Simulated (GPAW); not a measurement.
# TePb (Pm-3m) in GPAW: further runs, part 2 of 2

GPAW 26.7.0. The steps go on from the part before.

### 3 Relaxation of cell and atoms, BLYP+D3(BJ)

Input file run.py:

```python
from ase.calculators.mixing import SumCalculator
from ase.filters import FrechetCellFilter
from ase.io import read, write
from ase.optimize import BFGS
from dftd3.ase import DFTD3
from gpaw import GPAW, PW, setup_paths

setup_paths.insert(0, '.')

atoms = read('POSCAR')

calc = GPAW(mode=PW(600),
            xc='BLYP',
            kpts={'size': (7, 7, 7), 'gamma': True},
            occupations={'name': 'fermi-dirac', 'width': 0.05},
            nbands=19,
            convergence={'density': 1e-05, 'forces': 0.0001},
            eigensolver='davidson',
            maxiter=150,
            txt='gpaw.txt')
atoms.calc = SumCalculator([calc, DFTD3(method='blyp', damping='d3bj')])
opt = BFGS(FrechetCellFilter(atoms), trajectory='relax.traj', logfile='-')
done = opt.run(fmax=0.02, steps=60)
calc.write('gs.gpw')
write('result.traj', atoms)
print('Converged:', done)
print('Cell:', atoms.cell.cellpar().round(4))
print('Volume:', round(atoms.get_volume(), 4))
print(atoms.get_scaled_positions().round(5))
```

Input file POSCAR:

```
TePb
1.0
    4.0022870000      0.0000000000      0.0000000000
    0.0000000000      4.0022870000      0.0000000000
    0.0000000000      0.0000000000      4.0022870000
Pb Te
1 1
Direct
    0.0000000000      0.0000000000      0.0000000000
    0.5000000000      0.5000000000      0.5000000000
```

Potentials or basis: PAW data sets generated in the run's folder for this functional, pw.

Command:

```
$ gpaw-setup -f BLYP Pb Te
$ OMP_NUM_THREADS=1 python run.py
```

Run time: 78 s. Hardware: 1 thread of Arm Neoverse V1, shared host; peak memory 0.22 GiB.

The run converged. Its results:

* Free energy: -8.0092 eV
* Relaxed volume: 31.20 Å³/atom
* Relaxed cell: a = 3.966 Å, b = 3.966 Å, c = 3.966 Å, α = 90.00°, β = 90.00°, γ = 90.00°
* Space group after relaxing (to 0.05 Å): Pm-3m (No. 221)
* Energy gained by relaxing: 1.4 meV/atom
* Ionic steps: 6
* Pressure after relaxing: -0.1 GPa
* Band gap on the k mesh: none (metal or under the smearing width)
* Dispersion energy per atom: -1.035 eV

The path:
```tsv
step	energy change (eV)	largest force (eV/Å)	pressure (GPa)	volume (Å³)
1	0.0000	0.0000	-0.15	64.11
2	0.0000	0.0000	-0.18	64.07
3	-0.0002	0.0000	-0.33	63.88
4	-0.0012	0.0000	-0.45	63.45
5	-0.0023	0.0000	0.25	61.83
6	-0.0028	0.0000	-0.10	62.40
```

Final structure:
```cif
data_structure
_symmetry_space_group_name_H-M 'P 1'
_symmetry_Int_Tables_number 1
_cell_length_a 3.9663
_cell_length_b 3.9663
_cell_length_c 3.9663
_cell_angle_alpha 90.000
_cell_angle_beta 90.000
_cell_angle_gamma 90.000
_cell_volume 62.40
loop_
_atom_site_label
_atom_site_type_symbol
_atom_site_fract_x
_atom_site_fract_y
_atom_site_fract_z
_atom_site_occupancy
Pb1 Pb 0.00000 0.00000 0.00000 1
Te1 Te 0.50000 0.50000 0.50000 1
```

Levels at points of the mesh, in eV from the Fermi level:
```csv
k point,band 7,band 8,band 9,band 10,band 11,band 12,band 13,band 14
"(0.00, 0.00, 0.00)",-6.82,-1.62,-1.62,-1.62,4.36,4.36,5.23,5.23
```

Caveat: later steps reuse the first step's grids; pairwise dispersion overbinds metals, which lowers pressure and volume. The run has no spin-orbit coupling, so splittings on Pb, Te are missing.

### 4 Relaxation of cell and atoms, BLYP+D4

run.py, as its differences from that of step 3:

```diff
@@ -4,3 +4,3 @@
 from ase.optimize import BFGS
-from dftd3.ase import DFTD3
+from dftd4.ase import DFTD4
 from gpaw import GPAW, PW, setup_paths
@@ -9,3 +9,3 @@
 
-atoms = read('POSCAR')
+atoms = read('TePb.xyz')
 
@@ -20,5 +20,5 @@
             txt='gpaw.txt')
-atoms.calc = SumCalculator([calc, DFTD3(method='blyp', damping='d3bj')])
+atoms.calc = SumCalculator([calc, DFTD4(method='blyp')])
 opt = BFGS(FrechetCellFilter(atoms), trajectory='relax.traj', logfile='-')
-done = opt.run(fmax=0.02, steps=60)
+done = opt.run(fmax=0.02, steps=100)
 calc.write('gs.gpw')
```

Input file TePb.xyz:

```xyz
2
Lattice="4.0022870000 0.0000000000 0.0000000000 0.0000000000 4.0022870000 0.0000000000 0.0000000000 0.0000000000 4.0022870000" Properties=species:S:1:pos:R:3 pbc="T T T"
Pb     0.0000000000      0.0000000000      0.0000000000
Te     2.0011435000      2.0011435000      2.0011435000
```

Command:

```
$ gpaw-setup -f BLYP Pb Te
$ OMP_NUM_THREADS=1 python run.py
```

Run time: 98 s. Hardware: 1 thread of Arm Neoverse V1, shared host; peak memory 0.25 GiB.

Results (log left out):

```
Free energy                            : -7.8124 eV
Relaxed volume                         : 32.67 Å³/atom
Relaxed cell                           : a = 4.028 Å, b = 4.028 Å, c = 4.028 Å, α = 90.00°, β = 90.00°, γ = 90.00°
Space group after relaxing (to 0.05 Å) : Pm-3m (No. 221)
Energy gained by relaxing              : 15.4 meV/atom
Ionic steps                            : 7
Pressure after relaxing                : 0.1 GPa
Band gap on the k mesh                 : none (metal or under the smearing width)
Dispersion energy per atom             : -0.903 eV
```

Step by step:
```
step  energy change (eV)  largest force (eV/Å)  pressure (GPa)  volume (Å³)
   1              0.0000                0.0000            9.79        64.11
   2             -0.0202                0.0000           -1.76        66.86
   3             -0.0247                0.0000           -1.57        66.42
   4              0.0656                0.0000            6.53        63.07
   5             -0.0299                0.0000           -0.86        65.73
   6             -0.0309                0.0000           -0.16        65.40
   7             -0.0309                0.0000            0.06        65.33
```

Final structure:
```yaml
crystal:
  lattice:
    - [4.02753, 0.00000, 0.00000]
    - [0.00000, 4.02753, 0.00000]
    - [0.00000, 0.00000, 4.02753]
  atoms:
    - { symbol: Pb, position: [0.00000, 0.00000, 0.00000] }
    - { symbol: Te, position: [0.50000, 0.50000, 0.50000] }
```

Levels at points of the mesh, in eV from the Fermi level:
```
           k point  band 7  band 8  band 9  band 10  band 11  band 12  band 13  band 14
(0.00, 0.00, 0.00)   -6.98   -1.54   -1.54    -1.54     4.40     4.40     4.91     4.91
```

Caveat: later steps reuse the first step's grids; pairwise dispersion overbinds metals, which lowers pressure and volume.

### 5 Single point, PBE

Input file run.py:

```python
from ase.dft.bandgap import bandgap
from ase.io import read, write
from ase.units import GPa
from gpaw import GPAW, PW

atoms = read('TePb.xyz')

calc = GPAW(mode=PW(600),
            xc='PBE',
            kpts={'size': (7, 7, 7), 'gamma': True},
            occupations={'name': 'methfessel-paxton', 'order': 0, 'width': 0.028999999999999998},
            nbands=19,
            convergence={'density': 1e-05, 'energy': 1e-05},
            maxiter=150,
            txt='gpaw.txt')
atoms.calc = calc
energy = atoms.get_potential_energy()
forces = atoms.get_forces()
stress = atoms.get_stress()
calc.write('gs.gpw')
write('result.traj', atoms)
print(f'Energy: {energy:.6f} eV')
print('Forces (eV/A):')
print(forces.round(4))
print('Stress (GPa):', (stress / GPa).round(3))
print('Fermi level:', round(calc.get_fermi_level(), 4), 'eV')
print(f'Gap: {bandgap(calc)[0]:.4f} eV, direct: {bandgap(calc, direct=True)[0]:.4f} eV')
```

TePb.xyz is that of step 4.

Potentials or basis: GPAW PAW data sets (gpaw-data 1.2.1), pw.

Command:

```
$ OMP_NUM_THREADS=1 python run.py
```

gpaw.txt:

```text
__  _  _
 | _ |_)|_||  |
 |__||  | ||/\| - 26.7.0

Input parameters:
  mode=PW(ecut=600.0),
  convergence={'density': 1e-05, 'energy': 1e-05},
  kpts=MonkhorstPack(size=(7, 7, 7), gamma=True),
  maxiter=150,
  nbands=19,
  occupations=Occupations(name='methfessel-paxton', order=0, width=0.028999999999999998),
  xc=XC(name='PBE')

Diagonalizing LCAO Hamiltonian
Converting LCAO to pw mode
   .---------.
  /|         |
 * |         |
 | |         |
 | |   Te    |
 | .---------.
 |/         /
 Pb--------*

Atoms  # Å, Bohr magnetons
|   | symbol |        x |        y |        z |    initial magnetic moments |
|---|--------|----------|----------|----------|-----------------------------|
| 0 |     Pb | 0.000000 | 0.000000 | 0.000000 | ( 0.0000,  0.0000,  0.0000) |
| 1 |     Te | 2.001143 | 2.001143 | 2.001143 | ( 0.0000,  0.0000,  0.0000) |

Unit cell  # Å
| periodic |        x |        y |        z |  lengths |    angles |
|----------|----------|----------|----------|----------|-----------|
[... 203 lines left out ...]
|iter:  12| |   -7.341808c| -8.71c| -5.97c|

Converged in 12 steps
Energy contributions relative to reference atoms: (reference = -752065.146798)

Energy contributions:
  Kinetic:          14.729782
  Coulomb:         -15.375918
  Zero:              0.129300
  External:          0.000000
  Xc:               -6.823884
  Entropy:          -0.002175
  Spinorbit:         0.000000
  ----------------------------
  Free energy:      -7.342895
  Extrapolated:     -7.341808

dipole moment: (-16.904907, -16.904907, -16.904907)  # |e|*Ang

Fermi level: 6.429
Eigenvalues  # (at kpt = [0.000, 0.000, 0.000])
| band index |      eig [eV] | occ [0-2] |
|------------|---------------|-----------|
|          0 |       -10.726 |     2.000 |
|        ... |               |           |
|          2 |       -10.647 |     2.000 |
|          3 |       -10.647 |     2.000 |
|          4 |       -10.647 |     2.000 |
|          5 |        -5.699 |     2.000 |
|          6 |        -0.282 |     2.000 |
|          7 |         4.856 |     2.000 |
[... 9 lines left out ...]
|         17 |        17.634 |     0.000 |
|         18 |        17.634 |     0.000 |

No gap
No difference between direct/indirect transitions

Forces  # eV/Ang
|       x |       y |       z |
|---------|---------|---------|
| 0.00000 | 0.00000 | 0.00000 |  # Pb   0
| 0.00000 | 0.00000 | 0.00000 |  # Te   1

Stress tensor  # eV/Ang^3
|        x |        y |        z |
|----------|----------|----------|
| 0.001074 | 0.000000 | 0.000000 |
| 0.000000 | 0.001074 | 0.000000 |
| 0.000000 | 0.000000 | 0.001074 |

# Writing to gs.gpw (mode='')
```

stdout:

```text
Energy: -7.341808 eV
Forces (eV/A):
[[0. 0. 0.]
 [0. 0. 0.]]
Stress (GPa): [0.172 0.172 0.172 0.    0.    0.   ]
Fermi level: 6.429 eV
Gap: 0.0000 eV, direct: 0.0000 eV
```

It took 16 s on 1 thread of Arm Neoverse V1, shared host; peak memory 0.16 GiB.

Results:

```yaml
Free_energy: -7.3429 eV
Pressure: -0.2 GPa
Band_gap_on_the_k_mesh: none (metal or under the smearing width)
```

The run has no spin-orbit coupling, so splittings on Pb, Te are missing.

### 6 Summary

| task | level | potentials or basis | cell | smearing | optimizer | fmax | max steps | convergence | eigensolver | gap on the mesh (eV) | pressure (GPa) | relaxed volume (Å³/atom) |
| --- | --- | --- | --- | --- | --- | --- | --- | --- | --- | --- | --- | --- |
| relaxation of cell and atoms | revPBE+D4 | the program's PAW data sets (release 1.2.1) made for this functional, pw | relaxed | fermi-dirac 0.05 eV | BFGS | 0.02 eV/Å | 40 | density=1e-05 forces=0.0001 | - | none | -0.1 | 32.42 |
| relaxation of cell and atoms | BLYP+D3(BJ) | PAW data sets generated in the run's folder for this functional, pw | relaxed | fermi-dirac 0.05 eV | BFGS | 0.02 eV/Å | 60 | density=1e-05 forces=0.0001 | davidson | none | -0.1 | 31.20 |
| relaxation of cell and atoms | BLYP+D4 | PAW data sets generated in the run's folder for this functional, pw | relaxed | fermi-dirac 0.05 eV | BFGS | 0.02 eV/Å | 100 | density=1e-05 forces=0.0001 | davidson | none | 0.1 | 32.67 |
| single point | PBE | GPAW PAW data sets (gpaw-data 1.2.1), pw | as given | gaussian 0.029 eV | - | - | - | - | - | none | -0.2 | - |

Alike in all rows: no spin polarisation; k mesh 7 × 7 × 7; cutoff (eV) 600.

Caveats: later steps reuse the first step's grids (some runs); pairwise dispersion overbinds metals, which lowers pressure and volume (some runs).

Total energies depend on the potentials used, so only differences within one code and one set of settings carry meaning.
